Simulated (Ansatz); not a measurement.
## Elastic constants of SiC at 5 GPa (stress–strain coefficients): input and output

All numbers below come from Ansatz 0.2.0, DFT PBE, scalar-relativistic, plane waves, PAW.

Launched with:
```bash
ansatz run input.yaml --threads 1 --pin off --max-ram 3072MiB --backend cpu --events-out ev --progress --plain --runs-dir out
```

Input (bare energies are in eV):
```yaml
crystal:
  lattice:
    - [3.0690866493, 0.0, 0.0]
    - [-1.5345433246, 2.6579070047, 0.0]
    - [0.0, 0.0, 5.035916534]
  atoms:
    - { symbol: Si, position: [0.3333333333, 0.6666666667, 0.004596652] }
    - { symbol: Si, position: [0.6666666667, 0.3333333333, 0.504596652] }
    - { symbol: C, position: [0.3333333333, 0.6666666667, 0.380403348] }
    - { symbol: C, position: [0.6666666667, 0.3333333333, 0.880403348] }
basis:
  ecutwfc: 420
kpoints:
  mp_grid: { grid: [12, 12, 6] }
hamiltonian:
  xc: pbe
scf:
  occupations: { method: fixed }
output:
  forces: true
  stress: true
  eigenvalues: true
  polarization: {}
elastic:
  mode: relaxed_ion
  stencil: two_point
```

From the output:
```
--- Elastic constants: 3 strain directions × 2 members + reference (group order 12) ---
  dense FFT box of the reference and of every strained cell: 24×24×36
  strains applied: 11, 33, 23; error gains: componentwise 1.00 (the most a stress slope's error grows in a printed constant), spectral 1.41 (1 for all six strains in a standard setting)
  reference relaxed by the batch: 3 steps; max|allowed force component| 4.51e-4 eV/Å at the deck's positions, 2.05e-8 at the last accepted step, 2.65e-9 by the solve of record
  largest displacement 1.2e-5 Å; the constants are those of the deck's cell at these positions:
  atoms:
    - { symbol: Si, position: [0.3333333333333333, 0.6666666666666666, 0.0045942020853212695] }
    - { symbol: Si, position: [0.6666666666666666, 0.3333333333333333, 0.5045942020853212] }
    - { symbol: C, position: [0.3333333333333333, 0.6666666666666666, 0.38040579791467866] }
    - { symbol: C, position: [0.6666666666666666, 0.3333333333333333, 0.8804057979146787] }
  C = ∂σ_k/∂η_j (tension-positive GPa; Voigt order 11 22 33 23 13 12):
       519.302    119.519     64.200     -0.000     -0.000     -0.000
       119.519    519.302     64.200      0.000     -0.000      0.000
        64.202     64.202    561.271      0.000      0.000      0.000
        -0.000      0.000      0.000    153.107      0.000      0.000
         0.000     -0.000      0.000     -0.000    153.107      0.000
         0.000      0.000      0.000     -0.000     -0.000    199.891
  reference stress σ⁰ (GPa):     -5.006     -5.006     -4.996     -0.000     -0.000     -0.000
  C* (energy form; C + prestress term) asymmetry max|C*_kj − C*_jk| = 1.193e-2 GPa — a small one proves nothing (zero by symmetry where the batch's group is 432, −43m or m−3m); a large one is finite-difference/SCF noise where every solve ...
  moduli (Voigt/Reuss/Hill, GPa): K = 232.86/232.83/232.84   G = 191.35/184.80/188.07   E = 444.54   ν = 0.182
  mechanically stable: yes (min eigenvalue of sym C = 153.11 GPa)
  e, the proper piezoelectric tensor (elastic.mode: relaxed_ion; C/m²; rows x y z; Voigt order 11 22 33 23 13 12):
      -0.00000    0.00000    0.00000    0.00000   -0.08813    0.00000
      -0.00000    0.00000   -0.00000   -0.08813   -0.00000    0.00000
      -0.22033   -0.22033    0.50539   -0.00000   -0.00000    0.00000
  ±, each entry's uncertainty from the finite density of the strings (C/m²), an estimate: the size of the correction for it that the entry includes:
       0.00000    0.00000    0.00000    0.00000    0.00386    0.00000
       0.00000    0.00000    0.00000    0.00386    0.00000    0.00000
       0.00193    0.00193    0.00438    0.00000    0.00000    0.00000
  the group's symmetry takes up to 5.5e-7 C/m² out of the measured responses: error of the strings' finite density and of the mesh across them, as far as it breaks the symmetry (raise kpoints.mp_grid and any string_points); the largest step ...
  strain η (Voigt 11):  stress-route row diagonal C_11 = 519.30 GPa, energy-path curvature d²(F+E_count+ΔE)/dδ²/Ω₀ = 519.26 GPa
         δ    σ_11 (GPa) F (eV) n_scf n_hpsi n_pw
    -2.000e-3      -6.0497       -1774.2920113      10   42512    820   relax 5 steps, max|allowed force component| 9.33e-7 eV/Å
     2.000e-3      -3.9725       -1774.2971293      10   42504    820   relax 5 steps, max|allowed force component| 1.67e-6 eV/Å
  strain η (Voigt 33):  stress-route row diagonal C_33 = 561.27 GPa, energy-path curvature d²(F+E_count+ΔE)/dδ²/Ω₀ = 561.29 GPa
         δ    σ_33 (GPa) F (eV) n_scf n_hpsi n_pw
    -2.000e-3      -6.1224       -1774.2919837      10   18766    811   relax 3 steps, max|allowed force component| 3.35e-5 eV/Å
     2.000e-3      -3.8774       -1774.2971168      10   18767    820   relax 3 steps, max|allowed force component| 3.06e-5 eV/Å
  strain η (Voigt 23):  stress-route row diagonal C_44 = 153.11 GPa, energy-path curvature d²(F+E_count+ΔE)/dδ²/Ω₀ = 155.46 GPa
         δ    σ_23 (GPa) F (eV) n_scf n_hpsi n_pw
    -2.000e-3      -0.3062       -1774.2947543      10   59812    820   relax 3 steps, max|allowed force component| 8.37e-6 eV/Å
     2.000e-3       0.3062       -1774.2947543      10   59803    820   relax 3 steps, max|allowed force component| 8.55e-6 eV/Å
--- Formal polarisation (Berry phase): one branch of a lattice of values; only differences between neighbouring runs are physical ---
  axis mesh electronic ionic p = total spread (rad) least overlap resolved gap  δp at fixed H ≤   (phases in cycles; p mod 2; gap in eV; gap and δp judge the states as solved, not the mesh's step, its ...
  b1    12×12×6        -0.00000000     8.00000000     8.00000000      0.000000         0.9497        3.9870           1.6e-6
  b2    12×12×6        -0.00000000     8.00000000     8.00000000      0.000000         0.9497        3.9870           1.6e-6
  b3    12×12×6        -0.10448364     7.08000000     6.97551636      0.129570         0.9366        3.9870           8.7e-7
  quantum along a1:   0.14942102 e/Å² =   239.398863 µC/cm²
  quantum along a2:   0.14942102 e/Å² =   239.398863 µC/cm²
  quantum along a3:   0.24517775 e/Å² =   392.818070 µC/cm²
  P = (  0.29884204,   0.51760959,   0.85512072) e/Å² = (  478.797727,   829.301990,  1370.054437) µC/cm²  (mod the quanta)
```

It took 3.4 min on 1 thread of Intel(R) Xeon(R) Platinum 8375C CPU @ 2.90GHz (Ice Lake) (shared host), peak memory 0.53 GiB.